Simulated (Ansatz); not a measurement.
# Os (P6_3/mmc) in Ansatz: further runs

The runs below take Os through band structure, elastic constants, with RPBE, revPBE, PBE.

All numbers are computed with Ansatz 0.2.0; they aren't measurements. Logs are shortened: lines on timing, memory, paths and dates and some standing lists are left out, and cuts for length are marked.

### 1 The crystal as given

The structure is hexagonal, space group P6_3/mmc (No. 194). Conventional cell: a = 2.734 Å, b = 2.734 Å, c = 4.320 Å, α = 90.00°, β = 90.00°, γ = 120.00°. Os (site symmetry -6m2) is surrounded by 12 Os at 2.68 to 2.73 Å.

### 2 Band structure, RPBE

input.yaml reads:

```yaml
crystal:
  lattice:
    - [2.7341, 0.0, 0.0]
    - [-1.36705, 2.3678000565, 0.0]
    - [0.0, 0.0, 4.3197]
  atoms:
    - { symbol: Os, position: [0.6666666667, 0.3333333333, 0.75] }
    - { symbol: Os, position: [0.3333333333, 0.6666666667, 0.25] }
hamiltonian:
  xc: rpbe
  pseudopotentials: { kind: paw }
kpoints:
  mp_grid: { grid: [11, 11, 6] }
  band_path:
    path:
      - [[0.0, 0.0, 0.0], [0.5, 0.0, 0.0], [0.3333333333, 0.3333333333, 0.0], [0.0, 0.0, 0.0], [0.0, 0.0, 0.5], [0.5, 0.0, 0.5], [0.3333333333, 0.3333333333, 0.5], [0.0, 0.0, 0.5]]
      - [[0.5, 0.0, 0.5], [0.5, 0.0, 0.0]]
      - [[0.3333333333, 0.3333333333, 0.0], [0.3333333333, 0.3333333333, 0.5]]
    npoints: 14
scf:
  occupations: { method: fermi_dirac, width: 0.05 }
  n_extra_bands: 6
output:
  forces: true
  stress: true
  eigenvalues: true
  fatbands: false
```

Potentials or basis: Ansatz PAW.

On the command line:

```
$ ansatz run input.yaml --threads 2 --pin off --max-ram 5632MiB --backend cpu --events-out ev --progress --plain --runs-dir out
```

Output:

```text
Warning: RAYON_NUM_THREADS=2 ignored (pool sized by the plan → 2); use --threads N
scf.n_extra_bands = 6 over 16 filled bands (N_el = 32.0): the run solves 22 bands
Engine: ansatz 0.2.0, x86_64-unknown-linux-gnu
Pseudopotentials: kind: paw
Pseudopotential: Os, paw, valence charge 16, recommended cutoff 420 eV (normal), Os.paw.azcp
Functional definition: RPBE
  parameter kappa = 0.804
  parameter beta = 0.06672455060314922
  exchange = rpbe_x(kappa = kappa, mu = beta*pi^2/3)
  correlation = pbe_c(beta = beta)
Crystal: 2 atoms, lattice volume = 27.965 Å³
Basis set: ecut = 420 eV, 537 PW (Γ), exchange–correlation on 40×40×60 points (8 copies of the dense FFT grid, shifted against one another)
Bands: 22, of which v1, the nominal top of the filled ones, is band 16 counted from 1 (15 counted from 0)
Symmetry: 24 space group operations
Space group: P63/mmc (ITA 194), of the structure as read, at distance tolerance 3.0e-5 Å
k-points: 64 of 726
Non-local potential: Os, projectors of the file, l = 0: 3, l = 1: 2, l = 2: 2, l = 3: 1
PAW form: soft (Blöchl's): semilocal exchange-correlation on the pseudo side does not see the compensation charge
PAW frozen core: Os, regenerated for the run's functional, and the local potential with it (the file was generated under x = pbe(κ = 0.804, μ = 0.2195149727645171), c = pbe(β = 0.06672455060314922))
PAW one-centre angular grid: Os, 590 points (default); XC on 64 Gauss nodes
Initial density: superposition of atomic densities (neutral atoms: chi_scale 0, normalization atom), corrected by the library's trained network
Initial wavefunctions: pseudopotential atomic-orbital guess
Functional: x = rpbe, c = pbe(β = 0.06672455060314922)
SCF iter   1: F=—  HF=-22795.379227 eV  |F-HF|=—  |Δ(HF+E_count)|=         —  Δρ=9.11e-3  dr2=7.28e-3  ethr=1.77e-3  ⟨swp⟩=5.2  Hψ=6113  notcnv=0
preconditioner: auto → none  [metal: Δε(μ)=0.035 eV  Ē_g=9.703 eV  σ=0.050 eV  W_gap=0.17  n_scr=8 (ndim 8)  ℏωp=28.1 eV  f_vac=0.000  D(μ)=1.51/eV (n_scr^D=22)  sad-step TF]
SCF iter   2: F=—  HF=-22795.383153 eV  |F-HF|=—  |Δ(HF+E_count)|=   3.93e-3  Δρ=5.41e-3  dr2=2.63e-3  ethr=2.28e-5  ⟨swp⟩=1.5  Hψ=2101  notcnv=0
SCF iter   3: F=—  HF=-22795.385147 eV  |F-HF|=—  |Δ(HF+E_count)|=   1.99e-3  Δρ=2.16e-4  dr2=4.06e-6  ethr=8.22e-6  ⟨swp⟩=2.0  Hψ=1872  notcnv=0
SCF iter   4: F=—  HF=-22795.385181 eV  |F-HF|=—  |Δ(HF+E_count)|=   3.45e-5  Δρ=4.38e-5  dr2=2.44e-7  ethr=1.27e-8  ⟨swp⟩=2.4  Hψ=2157  notcnv=0
iter 5 did not close the SCF: its close was put off for the readings that it lacked (scf_convergence_deferred on its scf_iter line)
SCF iter   5: F=-22795.385181 eV  HF=-22795.385181 eV  |F-HF|=2.40e-9  |Δ(HF+E_count)|=   1.83e-8  Δρ=5.97e-6  dr2=2.96e-9  ethr=7.63e-10  ⟨swp⟩=2.9  Hψ=2421  notcnv=0
SCF iter   6: F=-22795.385181 eV  HF=-22795.385181 eV  |F-HF|=4.37e-11  |Δ(HF+E_count)|=   3.00e-9  Δρ=9.34e-7  dr2=1.33e-10  ethr=9.25e-12  ⟨swp⟩=3.2  Hψ=4515  notcnv=0
SCF 1 converged in 6 iterations: F = -22795.385181 eV  dr2 = 1.33e-10
NSCF: frozen V_eff on 129 k-points
SCF converged after 6 iterations
Free energy (F): -22795.385181 eV
Harris-Foulkes:  -22795.385181 eV  (|F-HF|=4.37e-11)
Internal energy: -22795.372024 eV  (E = F + TS)
E sigma→0 (E₀):  -22795.378603 eV
Entropy (-TS):   -0.013157 eV (-6.579 meV/atom)
Fermi energy:    26.065057 eV
--- Per-component energies (eV) ---
  E_band       = -126.868418
  E_kinetic    = 1125.253366
  E_local      = -1564.081319  (includes V_loc(G=0)·N_el)
  E_nonlocal   = -5.545759
  E_hartree    = 651.859955
  E_xc         = -534.639356
  E_vxc        = -568.959752  (∫ρ·V_xc dr)
  E_paw        = -18049.590954  (= ΣΔE_a)
  E_vpaw       = -417.255215  (= ΣTr[D̂ρ^β])
  E_aug_tail   = -0.000159  (compensation charges beyond the density's cutoff)
  E_ewald      = -4418.580283
  E_core_change = -0.047515  (= ΣΔE_core)
  E_smearing   = -0.013157  (= −TS)
  E_closure    = -0.000000  (closes the sum)
  Σ components = -22795.385181   (vs F -22795.385181, Δ=0.00e0)
--- Forces (eV/Å), atoms counted from 1 ---
  atom   1  Os     0.00000000     0.00000000     0.00000000
  atom   2  Os     0.00000000    -0.00000000     0.00000000
  max |Σ_I F_I| component: 3.70e-17 eV/Å
--- Stress (GPa, compression-positive) ---
       12.732663       0.000000       0.000000
        0.000000      12.732663      -0.000000
        0.000000      -0.000000      13.341843
  P = ⅓ Tr σ = 12.9357 GPa (129.357 kbar)
--- Band table (eV; the first three rows and the last of 64) ---
  k-point 0: bands = ["-60.4915", "-60.3747", "-20.5253", "-19.5816", "-19.5816", "-19.4031", "-19.4031", "-19.3539", "15.1581", "18.3062", "23.0554", "23.0554", "23.3098", "23.9001", "23.9001", "24.5484", "24.5484", "26.1065", "27.8073", "27.8073", "35.1551", "39.3932"]
  k-point 1: bands = ["-60.4837", "-60.3826", "-20.4511", "-19.5698", "-19.5698", "-19.4372", "-19.4152", "-19.4152", "15.5034", "18.3458", "22.8769", "22.8769", "23.1131", "23.6832", "23.6832", "25.0351", "25.0351", "25.0838", "27.8389", "27.8389", "36.6232", "38.8313"]
  k-point 2: bands = ["-60.4625", "-60.4040", "-20.2456", "-19.6608", "-19.5373", "-19.5373", "-19.4480", "-19.4480", "16.4423", "18.2747", "22.6849", "22.7335", "22.7335", "23.2353", "23.2353", "23.3729", "26.0220", "26.0220", "27.6712", "27.6712", "38.5633", "39.6990"]
  k-point 63: bands = ["-60.3684", "-60.3684", "-20.2981", "-20.2981", "-19.9850", "-19.9850", "-19.5621", "-19.5621", "20.0454", "20.0454", "21.2902", "21.2902", "22.6514", "22.6514", "24.8156", "24.8156", "27.8455", "27.8455", "33.7732", "33.7732", "35.5872", "35.5872"]
```

It took 5.3 s on 2 threads of Intel Xeon at 2.50GHz (Skylake/Cascade Lake), shared host; peak memory 0.33 GiB.

What came out:

```
Free energy            : -22795.3852 eV
Pressure               : 12.9 GPa
Band gap on the k mesh : none (metal or under the smearing width)
```

Stress tensor (GPa, compression positive):
```
12.73  0.00  0.00
 0.00 12.73  0.00
 0.00  0.00 13.34
```

Levels at the corners of the path, in eV from the Fermi level:
| point | band 12 | band 13 | band 14 | band 15 | band 16 | band 17 | band 18 | band 19 | band 20 | band 21 |
| --- | --- | --- | --- | --- | --- | --- | --- | --- | --- | --- |
| Γ | -3.01 | -2.76 | -2.16 | -2.16 | -1.52 | -1.52 | 0.04 | 1.74 | 1.74 | 9.09 |
| M | -3.51 | -2.87 | -2.53 | -1.83 | 2.11 | 2.68 | 2.79 | 4.49 | 5.77 | 9.27 |
| K | -4.59 | -3.40 | -3.40 | -1.29 | 1.54 | 1.54 | 2.13 | 5.36 | 5.36 | 7.08 |
| Γ | -3.01 | -2.76 | -2.16 | -2.16 | -1.52 | -1.52 | 0.04 | 1.74 | 1.74 | 9.09 |
| A | -3.54 | -3.20 | -3.20 | -3.20 | -3.20 | 0.96 | 0.96 | 0.96 | 0.96 | 13.03 |
| L | -5.30 | -1.17 | -1.17 | -0.14 | -0.14 | 2.45 | 2.45 | 3.36 | 3.36 | 9.14 |
| H | -4.92 | -3.40 | -3.40 | -1.32 | -1.32 | 1.68 | 1.68 | 8.39 | 8.39 | 9.42 |
| A | -3.54 | -3.20 | -3.20 | -3.20 | -3.20 | 0.96 | 0.96 | 0.96 | 0.96 | 13.03 |
| L | -5.30 | -1.17 | -1.17 | -0.14 | -0.14 | 2.45 | 2.45 | 3.36 | 3.36 | 9.14 |
| M | -3.51 | -2.87 | -2.53 | -1.83 | 2.11 | 2.68 | 2.79 | 4.49 | 5.77 | 9.27 |
| K | -4.59 | -3.40 | -3.40 | -1.29 | 1.54 | 1.54 | 2.13 | 5.36 | 5.36 | 7.08 |
| H | -4.92 | -3.40 | -3.40 | -1.32 | -1.32 | 1.68 | 1.68 | 8.39 | 8.39 | 9.42 |

Caveat: spin-orbit coupling is left out, which moves the levels of the heavy elements; the PAW data sets come from PBE, with cores solved anew for the run's functional, which leaves a small shift of forces and pressure.

### 3 Band structure, revPBE

input.yaml, as its differences from that of step 2:

```diff
@@ -9,3 +9,3 @@
 hamiltonian:
-  xc: rpbe
+  xc: revpbe
   pseudopotentials: { kind: paw }
```

Potentials or basis: Ansatz PAW.

On the command line:

```
$ ansatz run input.yaml --threads 2 --pin off --max-ram 5632MiB --backend cpu --events-out ev --progress --plain --runs-dir out
```

Wall time 5.2 s (2 threads of Intel Xeon at 2.50GHz (Skylake/Cascade Lake), shared host); peak memory 0.33 GiB.

The run converged. Its results:

* Free energy: -22787.8024 eV
* Pressure: 11.8 GPa
* Band gap on the k mesh: none (metal or under the smearing width)

Stress tensor (GPa, compression positive):
```
11.57  0.00  0.00
 0.00 11.57  0.00
 0.00  0.00 12.13
```

Levels at the corners of the path, in eV from the Fermi level:
| point | band 13 | band 14 | band 15 | band 16 | band 17 | band 18 | band 19 | band 20 |
| --- | --- | --- | --- | --- | --- | --- | --- | --- |
| Γ | -2.76 | -2.17 | -2.17 | -1.52 | -1.52 | 0.05 | 1.74 | 1.74 |
| M | -2.87 | -2.53 | -1.83 | 2.11 | 2.68 | 2.80 | 4.49 | 5.77 |
| K | -3.40 | -3.40 | -1.29 | 1.54 | 1.54 | 2.13 | 5.36 | 5.36 |
| Γ | -2.76 | -2.17 | -2.17 | -1.52 | -1.52 | 0.05 | 1.74 | 1.74 |
| A | -3.20 | -3.20 | -3.20 | -3.20 | 0.96 | 0.96 | 0.96 | 0.96 |
| L | -1.17 | -1.17 | -0.14 | -0.14 | 2.45 | 2.45 | 3.36 | 3.36 |
| H | -3.39 | -3.39 | -1.32 | -1.32 | 1.68 | 1.68 | 8.39 | 8.39 |
| A | -3.20 | -3.20 | -3.20 | -3.20 | 0.96 | 0.96 | 0.96 | 0.96 |
| L | -1.17 | -1.17 | -0.14 | -0.14 | 2.45 | 2.45 | 3.36 | 3.36 |
| M | -2.87 | -2.53 | -1.83 | 2.11 | 2.68 | 2.80 | 4.49 | 5.77 |
| K | -3.40 | -3.40 | -1.29 | 1.54 | 1.54 | 2.13 | 5.36 | 5.36 |
| H | -3.39 | -3.39 | -1.32 | -1.32 | 1.68 | 1.68 | 8.39 | 8.39 |

Caveat: spin-orbit coupling is left out, which moves the levels of the heavy elements; the PAW data sets come from PBE, with cores solved anew for the run's functional, which leaves a small shift of forces and pressure.

### 4 Elastic constants, PBE

input.yaml reads:

```yaml
crystal:
  lattice:
    - [2.7341, 0.0, 0.0]
    - [-1.36705, 2.3678000565, 0.0]
    - [0.0, 0.0, 4.3197]
  atoms:
    - { symbol: Os, position: [0.6666666667, 0.3333333333, 0.75] }
    - { symbol: Os, position: [0.3333333333, 0.6666666667, 0.25] }
hamiltonian:
  xc: pbe
  pseudopotentials: { kind: paw }
kpoints:
  mp_grid: { grid: [8, 8, 5] }
scf:
  occupations: { method: fermi_dirac, width: 0.05 }
output:
  forces: true
  stress: true
elastic:
  mode: relaxed_ion
  stencil: two_point
```

Potentials or basis: Ansatz PAW.

On the command line:

```
$ ansatz run input.yaml --threads 2 --pin off --max-ram 5632MiB --backend cpu --events-out ev --progress --plain --runs-dir out
```

Output:

```text
Warning: RAYON_NUM_THREADS=2 ignored (pool sized by the plan → 2); use --threads N
[... 3 set-up lines as earlier in the session ...]
Functional definition: PBE
[... 2 set-up lines as earlier in the session ...]
  exchange = pbe_x(kappa = kappa, mu = beta*pi^2/3)
[... 1 set-up line as earlier in the session ...]
Crystal: 2 atoms, lattice volume = 27.965 Å³
Basis set: ecut = 420 eV, 537 PW (Γ), exchange–correlation on 40×40×60 points (8 copies of the dense FFT grid, shifted against one another)
Bands: 20, of which v1, the nominal top of the filled ones, is band 16 counted from 1 (15 counted from 0)
[... 2 set-up lines as earlier in the session ...]
k-points: 30 of 320
[... 5 set-up lines as earlier in the session ...]
Functional: x = pbe(κ = 0.804, μ = 0.2195149727645171), c = pbe(β = 0.06672455060314922)
SCF iter   1: F=—  HF=-22769.139244 eV  |F-HF|=—  |Δ(HF+E_count)|=         —  Δρ=9.42e-3  dr2=8.49e-3  ethr=1.77e-3  ⟨swp⟩=4.9  Hψ=2384  notcnv=0
preconditioner: auto → none  [insulator: Δε(μ)=0.269 eV  Ē_g=6.895 eV  σ=0.050 eV  W_gap=0.76  n_scr=8 (ndim 8)  ℏωp=28.1 eV  f_vac=0.000  D(μ)=0.86/eV (n_scr^D=2)  ε∞_Penn≈17.6]
SCF iter   2: F=—  HF=-22769.142281 eV  |F-HF|=—  |Δ(HF+E_count)|=   3.04e-3  Δρ=4.51e-3  dr2=1.25e-3  ethr=2.65e-5  ⟨swp⟩=2.5  Hψ=1089  notcnv=0
SCF iter   3: F=—  HF=-22769.143734 eV  |F-HF|=—  |Δ(HF+E_count)|=   1.45e-3  Δρ=1.03e-3  dr2=6.67e-5  ethr=3.92e-6  ⟨swp⟩=2.3  Hψ=773  notcnv=0
SCF iter   4: F=—  HF=-22769.143839 eV  |F-HF|=—  |Δ(HF+E_count)|=   1.05e-4  Δρ=3.78e-5  dr2=1.73e-7  ethr=2.08e-7  ⟨swp⟩=2.0  Hψ=817  notcnv=0
[... 298 lines left out ...]
  max |Σ_I F_I| component: 1.85e-17 eV/Å
--- Stress (GPa, compression-positive) ---
        8.046189       0.000000       0.000000
        0.000000       8.046189      -0.000000
        0.000000      -0.000000       8.469018
  P = ⅓ Tr σ = 8.1871 GPa (81.871 kbar)
--- Band table (eV; the first three rows and the last of 30) ---
  k-point 0: bands = ["-60.5678", "-60.4509", "-20.5945", "-19.6473", "-19.6473", "-19.4685", "-19.4685", "-19.4216", "15.0749", "18.2266", "22.9752", "22.9752", "23.2284", "23.8207", "23.8207", "24.4669", "24.4669", "26.0399", "27.7279", "27.7279"]
  k-point 1: bands = ["-60.5567", "-60.4621", "-20.4885", "-19.6304", "-19.6304", "-19.5402", "-19.4858", "-19.4858", "15.5679", "18.2739", "22.7507", "22.7507", "22.9541", "23.5212", "23.5212", "24.6604", "25.1312", "25.1312", "27.7561", "27.7561"]
  k-point 2: bands = ["-60.5276", "-60.4915", "-20.2054", "-19.8435", "-19.5859", "-19.5859", "-19.5307", "-19.5307", "16.8327", "18.0180", "22.4683", "22.6698", "22.6698", "22.8069", "22.9839", "22.9839", "26.3618", "26.3618", "27.3912", "27.3912"]
  k-point 29: bands = ["-60.4477", "-60.4427", "-20.3809", "-20.3461", "-20.0801", "-19.9749", "-19.6673", "-19.6287", "19.6199", "20.1310", "21.0736", "21.2353", "22.3580", "22.9365", "24.6254", "25.2569", "27.6395", "28.0222", "32.8237", "33.0923"]
--- Elastic constants: 3 strain directions × 2 members + reference (group order 24) ---
  dense FFT box of the reference and of every strained cell: 20×20×30
  strains applied: 11, 33, 23; error gains: componentwise 1.00 (the most a stress slope's error grows in a printed constant), spectral 1.41 (1 for all six strains in a standard setting)
  C = ∂σ_k/∂η_j (tension-positive GPa; Voigt order 11 22 33 23 13 12):
       809.193    234.040    240.991      0.000     -0.000     -0.000
       234.040    809.193    240.991     -0.000      0.000     -0.000
       241.618    241.618    890.197      0.000     -0.000     -0.000
         0.000      0.000      0.000    292.987     -0.000      0.000
         0.000      0.000      0.000     -0.000    292.987      0.000
         0.000     -0.000      0.000      0.000      0.000    287.577
  reference stress σ⁰ (GPa):     -8.046     -8.046     -8.469      0.000     -0.000     -0.000
  C* (energy form; C + prestress term) asymmetry max|C*_kj − C*_jk| = 2.048e-1 GPa — a small one proves nothing (zero by symmetry where the batch's group is 432, −43m or m−3m); a large one is finite-difference/SCF noise where every solve meets its electron count
  moduli (Voigt/Reuss/Hill, GPa): K = 437.99/437.06/437.52   G = 294.17/293.83/294.00   E = 720.60   ν = 0.225
  mechanically stable: yes (min eigenvalue of sym C = 287.58 GPa)
  the stresses are not corrected for the forces that the relaxations left standing (`elastic.f_tol`)
  strain η (Voigt 11):  stress-route row diagonal C_11 = 809.19 GPa, energy-path curvature d²(F+E_count+ΔE)/dδ²/Ω₀ = 809.40 GPa
         δ    σ_11 (GPa)             F (eV)   n_scf  n_hpsi   n_pw
    -2.000e-3      -9.6769      -22769.1407382      11   22892    560   relax 3 steps, max|allowed force component| 4.29e-7 eV/Å
     2.000e-3      -6.4401      -22769.1463611      11   22883    560   relax 3 steps, max|allowed force component| 3.46e-7 eV/Å
  strain η (Voigt 33):  stress-route row diagonal C_33 = 890.20 GPa, energy-path curvature d²(F+E_count+ΔE)/dδ²/Ω₀ = 890.02 GPa
         δ    σ_33 (GPa)             F (eV)   n_scf  n_hpsi   n_pw
    -2.000e-3     -10.2621      -22769.1405675       6    8986    558   relax 0 steps, max|allowed force component| 2.22e-16 eV/Å
     2.000e-3      -6.7013      -22769.1464827       4    7906    560   relax 0 steps, max|allowed force component| 2.04e-16 eV/Å
  strain η (Voigt 23):  stress-route row diagonal C_44 = 292.99 GPa, energy-path curvature d²(F+E_count+ΔE)/dδ²/Ω₀ = 297.17 GPa
         δ    σ_23 (GPa)             F (eV)   n_scf  n_hpsi   n_pw
    -2.000e-3      -0.5860      -22769.1437297      11   33906    560   relax 3 steps, max|allowed force component| 1.07e-7 eV/Å
     2.000e-3       0.5860      -22769.1437297      11   33903    560   relax 3 steps, max|allowed force component| 2.52e-7 eV/Å
```

elastic_members.tsv:

```text
# convention: tension-positive GPa; Voigt order 11 22 33 23 13 12; engineering shear strains; stresses and constants hold the Pulay correction, whose part of sigma0, of c and of each member's stress the lines and columns named pulay_correction_..._gpa give (of c_energy it is that of c and, on the columns of strains 1 to 3, that of sigma0; of a layer's constants it is that of c in the plane, times a tenth of its plane spacing in ang); where a line pulay_correction_withheld stands none holds it
[... 13 lines left out ...]
3	2.0000000000e-3	-8.0474407590e0	-8.0483092386e0	-8.4718810093e0	5.8597393098e-1	-0.0000000000e0	-0.0000000000e0	-2.2769143730e4	-2.2769139718e4	11	33903	560	3	2.5166469962e-7	0.0000000000e0	-8.9939595554e-2	-9.0106087126e-2	-9.8118283372e-2	-3.4819414522e-5	-0.0000000000e0	-0.0000000000e0	5.8291383576e-7	0.0000000000e0
```

Wall time 33 s (2 threads of Intel Xeon at 2.50GHz (Skylake/Cascade Lake), shared host); peak memory 0.39 GiB.

Results:

| Property | Result |
| --- | --- |
| Free energy | -22769.1438 eV |
| Pressure | 8.2 GPa |
| Band gap on the k mesh | none (metal or under the smearing width) |
| Voigt bulk modulus | 438 GPa |

Levels at points of the mesh, in eV from the Fermi level:
```
            k point  band 12  band 13  band 14  band 15  band 16  band 17  band 18  band 19  band 20
 (0.00, 0.00, 0.00)    -2.83    -2.58    -1.99    -1.99    -1.34    -1.34     0.23     1.92     1.92
(0.00, -0.50, 0.00)    -3.34    -2.69    -2.36    -1.65     2.29     2.86     2.97     4.67     5.95
```

Elastic tensor in Voigt notation (GPa, in the Cartesian axes of the cell as first typed):
```
809 234 241   0   0   0
234 809 241   0   0   0
242 242 890   0   0   0
  0   0   0 293   0   0
  0   0   0   0 293   0
  0   0   0   0   0 288
```

Caveat: the cell is more than 3 GPa from zero pressure, which shifts response properties; elastic constants of metals need much finer meshes, so these are rough.

### 5 Overview

```csv
task,level,k mesh,points for each segment of the path,atoms under strain,gap on the mesh (eV),pressure (GPa)
band structure,RPBE,11 × 11 × 6,14,-,none,12.9
band structure,revPBE,11 × 11 × 6,14,-,none,11.8
elastic constants,PBE,8 × 8 × 5,-,relaxed,none,8.2
```

Alike in all rows: potentials or basis Ansatz PAW; no spin polarisation; cell as given; cutoff (eV) 420; smearing fermi-dirac 0.05 eV.

Every run on the cell as given and a fine mesh finds a metal. The pressure there spans 8.2 GPa (PBE) to 12.9 GPa (RPBE); a positive pressure means that this level wants a larger cell, a negative one a smaller.

Caveats: spin-orbit coupling is left out, which moves the levels of the heavy elements (some runs); the PAW data sets come from PBE, with cores solved anew for the run's functional, which leaves a small shift of forces and pressure (some runs); the cell is more than 3 GPa from zero pressure, which shifts response properties (some runs); elastic constants of metals need much finer meshes, so these are rough (some runs).

Total energies depend on the potentials used, so only differences within one code and one set of settings carry meaning.
